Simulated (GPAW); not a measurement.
# Cu (P-1) in GPAW: density of states with LDA

Aim: the density of states of Cu with LDA.

All numbers are computed with GPAW 26.7.0; they aren't measurements. Logs are shortened: lines on timing, memory, paths and dates and some standing lists are left out, and cuts for length are marked. The log counts tension as positive stress, the text compression.

## (1) The cell of the first run

The typed cell holds 1 atom: a = 2.565 Å, b = 2.598 Å, c = 2.506 Å, α = 59.95°, β = 60.31°, γ = 59.68°.

## (2) Density of states, LDA (cell sheared at random, sigma 0.01, atoms nudged by 0.01 Å)

File run.py:

```python
import numpy as np
from ase.dft.bandgap import bandgap
from ase.io import read, write
from ase.units import GPa
from gpaw import GPAW, PW, setup_paths

setup_paths.insert(0, '.')

atoms = read('Cu.cif')

calc = GPAW(mode=PW(600),
            xc='LDA',
            kpts={'size': (13, 12, 13), 'gamma': True},
            occupations={'name': 'fermi-dirac', 'width': 0.05},
            nbands=14,
            convergence={'density': 1e-05, 'energy': 1e-05},
            maxiter=150,
            txt='gpaw.txt')
atoms.calc = calc
energy = atoms.get_potential_energy()
forces = atoms.get_forces()
stress = atoms.get_stress()
calc.write('gs.gpw')
write('result.traj', atoms)
print(f'Energy: {energy:.6f} eV')
print('Forces (eV/A):')
print(forces.round(4))
print('Stress (GPa):', (stress / GPa).round(3))
print('Fermi level:', round(calc.get_fermi_level(), 4), 'eV')
print(f'Gap: {bandgap(calc)[0]:.4f} eV, direct: {bandgap(calc, direct=True)[0]:.4f} eV')

dense = calc.fixed_density(kpts={'size': (19, 18, 19), 'gamma': True}, update_fermi_level=True,
                           nbands=21, convergence={'bands': 'CBM+6.0', 'eigenstates': 1e-6}, txt='dos.txt')
ef = dense.get_fermi_level()
dos = dense.dos(shift_fermi_level=False)
energies = np.linspace(ef - 14, ef + 6, 401)
spins = [None]
columns = [energies] + [dos.raw_dos(energies, spin=s, width=0.05) for s in spins]
for symbol, l in [('Cu', 0), ('Cu', 1), ('Cu', 2)]:
    for s in spins:
        columns.append(sum(dos.raw_pdos(energies, a=a.index, l=l, spin=s, width=0.05)
                           for a in atoms if a.symbol == symbol))
np.savetxt('dos.dat', np.array(columns).T, fmt='%.4f')
print('Fermi level on the dense mesh:', round(ef, 4), 'eV')
```

File Cu.cif:

```cif
data_Cu
_cell_length_a 2.56490037
_cell_length_b 2.59840386
_cell_length_c 2.50629067
_cell_angle_alpha 59.95140244
_cell_angle_beta 60.31218184
_cell_angle_gamma 59.67626615
_space_group_name_H-M_alt 'P1'
_space_group_name_Hall 'P 1'
_space_group_IT_number 1
loop_
_space_group_symop_operation_xyz
'x,y,z'
loop_
_atom_site_label
_atom_site_type_symbol
_atom_site_symmetry_multiplicity
_atom_site_Wyckoff_symbol
_atom_site_fract_x
_atom_site_fract_y
_atom_site_fract_z
_atom_site_occupancy
Cu1 Cu 1 a 0.0000000000 0.0000000000 0.0000000000 1
```

Potentials or basis: PAW data sets generated in the run's folder for this functional, pw.

Started as:

```sh
$ gpaw-setup -f LDA Cu
$ OMP_NUM_THREADS=1 python run.py
```

gpaw.txt:

```text
__  _  _
 | _ |_)|_||  |
 |__||  | ||/\| - 26.7.0

Input parameters:
  mode=PW(ecut=600.0),
  convergence={'density': 1e-05, 'energy': 1e-05},
  kpts=MonkhorstPack(size=(13, 12, 13), gamma=True),
  maxiter=150,
  nbands=14,
  occupations=Occupations(name='fermi-dirac', width=0.05),
  xc=XC(name='LDA')

Diagonalizing LCAO Hamiltonian
Converting LCAO to pw mode

       Cu

Atoms  # Å, Bohr magnetons
|   | symbol |        x |        y |        z |    initial magnetic moments |
|---|--------|----------|----------|----------|-----------------------------|
| 0 |     Cu | 0.000000 | 0.000000 | 0.000000 | ( 0.0000,  0.0000,  0.0000) |

Unit cell  # Å
| periodic |        x |        y |        z |  lengths |    angles |
|----------|----------|----------|----------|----------|-----------|
|      yes | 2.564900 | 0.000000 | 0.000000 | 2.564900 | 59.951402 |
|      yes | 1.311896 | 2.242907 | 0.000000 | 2.598404 | 60.312182 |
|      yes | 1.241301 | 0.727851 | 2.052047 | 2.506291 | 59.676266 |

Number of symmetries: 2
Symmetry operations  # r_c * U_cc + t_c -> r_c
|   | kind |            matrix            |
|---|------|------------------------------|
| 0 |  E   |  1, 0, 0,  0, 1, 0,  0, 0, 1 |
| 1 |  i   | -1, 0, 0,  0,-1, 0,  0, 0,-1 |

BZ-sampling:
  Number of BZ points: 2028
  Number of IBZ points: 1015

  Monkhorst-Pack size: [13, 12, 13]
  Monkhorst-Pack shift: [0.0, 0.041666666666666664, 0.0]

K-points  # in reciprocal-cell coordinates
|      |                                coordinates |     weight |
|------|--------------------------------------------|------------|
|    0 | (  0.00000000,  -0.00000000,   0.00000000) | 0.00049310 |
|    1 | (  0.00000000,  -0.00000000,   0.07692308) | 0.00098619 |
|    2 | (  0.00000000,  -0.00000000,   0.15384615) | 0.00098619 |
|    3 | (  0.00000000,  -0.00000000,   0.23076923) | 0.00098619 |
|    4 | (  0.00000000,  -0.00000000,   0.30769231) | 0.00098619 |
|    5 | (  0.00000000,  -0.00000000,   0.38461538) | 0.00098619 |
|    6 | (  0.00000000,  -0.00000000,   0.46153846) | 0.00098619 |
|    7 | (  0.00000000,   0.08333333,  -0.46153846) | 0.00098619 |
|    8 | (  0.00000000,   0.08333333,  -0.38461538) | 0.00098619 |
|    9 | (  0.00000000,   0.08333333,  -0.30769231) | 0.00098619 |
|  ... |                                            |            |
| 1014 | (  0.46153846,   0.50000000,   0.46153846) | 0.00098619 |

Plane wave coefficients: 406
Cutoff: 600.0 eV

Spin-components: 1 (collinear spins)
Bands:           14
Projectors:      6
Spin-degeneracy: 2
Datatype:        complex128

Density:
  Valence electrons: 11.0
  Components: 1
  Grid points: [15 15 15]
  Charge: 0.0  # |e|

Potential:
  Grid points: [15 15 15]

species:
  Cu:
    name:    Copper
    Z:       29.0
    valence: 11
    core:    18
    charge:  0.0  # [|e|]
    compensation charges:
      type: gauss
      rc: 0.33  # [Å]
      lmax: 2
    cutoffs:
      filter: 2.06  # [Å]
      core: 2.43  # [Å]
    projectors
    | kind |    occ | energy [eV] | rcut [Å] |
    |------|--------|-------------|----------|
    |   4s |  1.000 |      -4.857 |    1.164 |
    |   4p |  0.000 |      -0.783 |    1.164 |
    |   3d | 10.000 |      -5.325 |    1.058 |
    |    s |        |      22.355 |    1.164 |
    |    p |        |      26.429 |    1.164 |
    |    d |        |      21.887 |    1.058 |

    Using partial waves for Cu as LCAO basis

Reference energy: -44951.097053  # eV

eigensolver:
  PPCG
  Converge bands: occupied
  niter=2

density mixing:
  MSR1-Mixer
  Pratt-step length: 0.05
  Maximum mixing coefficient: 0.75
  Old densities: 10
  SVD Regularization: 0.005
  Good broyden scale: 1.0
  Trust region scale: 1.0
  Backstep threshold: 4.0
  History deletion threshold: 6.0
  Fourier metric: weight=20.0, sigma=0.015

occupation numbers:
  Fermi-Dirac:
    width: 0.0500  # eV

poisson solver:
  ecut: 4800.0  # eV

xc functional:
  name: None

convergence criteria:
[... 6 lines left out ...]
|iter     | |      energy | eigst |  dens |
|---------|-|-------------|-------|-------|
|iter:   1| |   -5.682254 | -0.38 |       |
|iter:   2| |   -5.274612 | -2.71 | -0.88 |
|iter:   3| |   -4.663413 | -1.66 | -0.98 |
|iter:   4| |   -4.649514 | -4.12 | -1.77 |
|iter:   5| |   -4.639689 | -3.84 | -1.96 |
|iter:   6| |   -4.639699 | -6.35 | -3.60 |
|iter:   7| |   -4.639702c| -6.40 | -3.79 |
|iter:   8| |   -4.639702c| -8.79c| -4.39 |
|iter:   9| |   -4.639702c| -9.11c| -4.74 |
|iter:  10| |   -4.639702c| -8.97c| -5.60c|

Converged in 10 steps
Energy contributions relative to reference atoms: (reference = -44951.097053)

Energy contributions:
  Kinetic:         -12.775205
  Coulomb:          10.017514
  Zero:              0.008878
  External:          0.000000
  Xc:               -1.890095
  Entropy:          -0.001586
  Spinorbit:         0.000000
  ----------------------------
  Free energy:      -4.640495
  Extrapolated:     -4.639702

dipole moment: (-11.213971, -6.509060, -4.496124)  # |e|*Ang

Fermi level: 7.623
Eigenvalues  # (at kpt = [0.000, -0.000, 0.000])
| band index |      eig [eV] | occ [0-2] |
|------------|---------------|-----------|
|          0 |        -1.773 |     2.000 |
|          1 |         4.454 |     2.000 |
|          2 |         4.533 |     2.000 |
|          3 |         4.672 |     2.000 |
|          4 |         5.338 |     2.000 |
|          5 |         5.456 |     2.000 |
|          6 |        30.802 |     0.000 |
|          7 |        32.386 |     0.000 |
|          8 |        32.923 |     0.000 |
|          9 |        34.035 |     0.000 |
|         10 |        34.652 |     0.000 |
|         11 |        35.168 |     0.000 |
|         12 |        35.915 |     0.000 |
|         13 |        39.439 |     0.000 |

No gap
No difference between direct/indirect transitions

Forces  # eV/Ang
|       x |       y |       z |
|---------|---------|---------|
| 0.00000 | 0.00000 | 0.00000 |  # Cu   0

Stress tensor  # eV/Ang^3
|         x |         y |         z |
|-----------|-----------|-----------|
|  0.077250 | -0.000821 | -0.006917 |
| -0.000821 |  0.077917 | -0.002582 |
| -0.006917 | -0.002582 |  0.055699 |

# Writing to gs.gpw (mode='')
```

Wall time 2.8 min (1 thread of Intel Xeon 6975P-C (Granite Rapids), shared host); peak memory 0.99 GiB.

What came out:

* Free energy: -4.6405 eV
* Pressure: -11.3 GPa
* Band gap on the k mesh: none (metal or under the smearing width)
* Density of states at the Fermi level: 0.29 states/eV per cell

Levels at points of the mesh, in eV from the Fermi level:
| k point | band 3 | band 4 | band 5 | band 6 | band 7 | band 8 | band 9 | band 10 |
| --- | --- | --- | --- | --- | --- | --- | --- | --- |
| (0.00, 0.00, 0.00) | -3.09 | -2.95 | -2.29 | -2.17 | 23.18 | 24.76 | 25.30 | 26.41 |
| (0.00, 0.50, 0.00) | -2.99 | -1.70 | -1.64 | -1.18 | 3.45 | 21.35 | 22.68 | 23.02 |

States per cell in windows of 0.5 eV (zero at the Fermi level; states under -8 eV left out):
| from (eV) | total |
| --- | --- |
| -8.0 | 0.05 |
| -7.5 | 0.06 |
| -7.0 | 0.08 |
| -6.5 | 0.10 |
| -6.0 | 0.12 |
| -5.5 | 0.25 |
| -5.0 | 0.57 |
| -4.5 | 1.03 |
| -4.0 | 1.09 |
| -3.5 | 1.71 |
| -3.0 | 1.63 |
| -2.5 | 1.71 |
| -2.0 | 1.95 |
| -1.5 | 0.21 |
| -1.0 | 0.16 |
| -0.5 | 0.14 |
| 0.0 | 0.18 |
| 0.5 | 0.12 |
| 1.0 | 0.14 |
| 1.5 | 0.12 |
| 2.0 | 0.11 |
| 2.5 | 0.11 |
| 3.0 | 0.07 |
| 3.5 | 0.11 |
| 4.0 | 0.14 |
| 4.5 | 0.14 |

Caveat: with this Cu data set, volumes or pressures lay over 1.5 % or 2 GPa off other programs in two to four cells of ten.
